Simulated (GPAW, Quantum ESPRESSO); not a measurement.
The Mg K edge of atom 1 in MgO (Periclase, Fm-3m), with 6 O at 2.11 Å (octahedral, site symmetry m-3m), was computed in 2 ways: full core hole (charged cell) and no core hole. Program and functional: Quantum ESPRESSO XSpectra, PBE, Lorentzian half width 0.3 eV up to 4 eV, rising linearly to 2.5 eV at 25 eV; cells of 2 and 26 atoms (the run without a hole in the smaller).

Each run is counted from its own lowest empty level or Fermi level and scaled to a mean of 1 over its first 20 eV. (XSpectra's own axis starts at xe0, in the gap; it has been shifted.)

| E (eV) | run 1 | run 2 |
| --- | --- | --- |
| -2.0 | 0.03 | 0.02 |
| -1.5 | 0.03 | 0.02 |
| -1.0 | 0.04 | 0.02 |
| -0.5 | 0.04 | 0.02 |
| 0.0 | 0.05 | 0.03 |
| 0.5 | 0.07 | 0.04 |
| 1.0 | 0.10 | 0.05 |
| 1.5 | 0.14 | 0.07 |
| 2.0 | 0.23 | 0.12 |
| 2.5 | 0.56 | 0.18 |
| 3.0 | 1.16 | 0.34 |
| 3.5 | 1.59 | 0.49 |
| 4.0 | 1.60 | 0.55 |
| 4.5 | 1.40 | 0.61 |
| 5.0 | 1.21 | 0.63 |
| 5.5 | 1.11 | 0.62 |
| 6.0 | 1.08 | 0.57 |
| 6.5 | 1.15 | 0.57 |
| 7.0 | 1.29 | 0.65 |
| 7.5 | 1.43 | 0.75 |
| 8.0 | 1.54 | 0.86 |
| 8.5 | 1.65 | 0.94 |
| 9.0 | 1.71 | 1.01 |
| 9.5 | 1.78 | 1.09 |
| 10.0 | 1.83 | 1.21 |
| 10.5 | 1.77 | 1.40 |
| 11.0 | 1.64 | 1.64 |
| 11.5 | 1.47 | 1.93 |
| 12.0 | 1.28 | 2.16 |
| 12.5 | 1.10 | 2.22 |
| 13.0 | 0.95 | 2.12 |
| 13.5 | 0.84 | 1.94 |
| 14.0 | 0.76 | 1.75 |
| 14.5 | 0.71 | 1.58 |
| 15.0 | 0.66 | 1.42 |
| 15.5 | 0.63 | 1.28 |
| 16.0 | 0.61 | 1.18 |
| 16.5 | 0.61 | 1.11 |
| 17.0 | 0.62 | 1.07 |
| 17.5 | 0.63 | 1.05 |
| 18.0 | 0.65 | 1.04 |
| 18.5 | 0.68 | 1.04 |
| 19.0 | 0.70 | 1.05 |
| 19.5 | 0.72 | 1.07 |
| 20.0 | 0.74 | 1.09 |
| 20.5 | 0.75 | 1.11 |
| 21.0 | 0.76 | 1.13 |
| 21.5 | 0.76 | 1.13 |
| 22.0 | 0.75 | 1.14 |
| 22.5 | 0.74 | 1.13 |
| 23.0 | 0.72 | 1.13 |
| 23.5 | 0.71 | 1.12 |
| 24.0 | 0.68 | 1.10 |
| 24.5 | 0.66 | 1.06 |
| 25.0 | 0.63 | 1.01 |
| 25.5 | 0.60 | 0.96 |
| 26.0 | 0.57 | 0.91 |
| 26.5 | 0.54 | 0.86 |
| 27.0 | 0.53 | 0.82 |
| 27.5 | 0.51 | 0.79 |
| 28.0 | 0.50 | 0.76 |
| 28.5 | 0.49 | 0.74 |
| 29.0 | 0.48 | 0.72 |
| 29.5 | 0.48 | 0.70 |
| 30.0 | 0.47 | 0.67 |
| 30.5 | 0.47 | 0.65 |
| 31.0 | 0.47 | 0.64 |
| 31.5 | 0.48 | 0.63 |
| 32.0 | 0.49 | 0.62 |

The database entry behind the starting cell differs from later determinations by our own check (about 0.1 % long), so it need not match the best structure at ambient conditions.

Question: Which run is which?

Run 1: full core hole (charged cell) (area from −2 to 6 eV 4.9, main maxima 3.8 eV (1.62), 10.0 eV (1.83) and 21.2 eV (0.76)). Run 2: no core hole (area from −2 to 6 eV 2.0, main maxima 4.7 eV (0.64), 12.4 eV (2.23) and 21.8 eV (1.14)). With each curve scaled to its own mean, the area from −2 to 6 eV with the hole is 4.9 against 2.0, and the centre of weight from −1 to 20 eV moves by -2.5 eV: the hole pulls the absorber's empty states down.

[Hosts, paths, dates, database ids (printed as entryN), source tags and the programs' standing remarks are cut or masked in the printed files.]

[Lists of maxima count a maximum above −3 eV only where it reaches 4 % of the highest in the window and stands out from its surroundings by 2 % of it (1.5 % where it reaches 55 %); shoulders and weaker maxima are passed over, and of the rest the first, up to two pre-edge ones and the few strongest are named.]
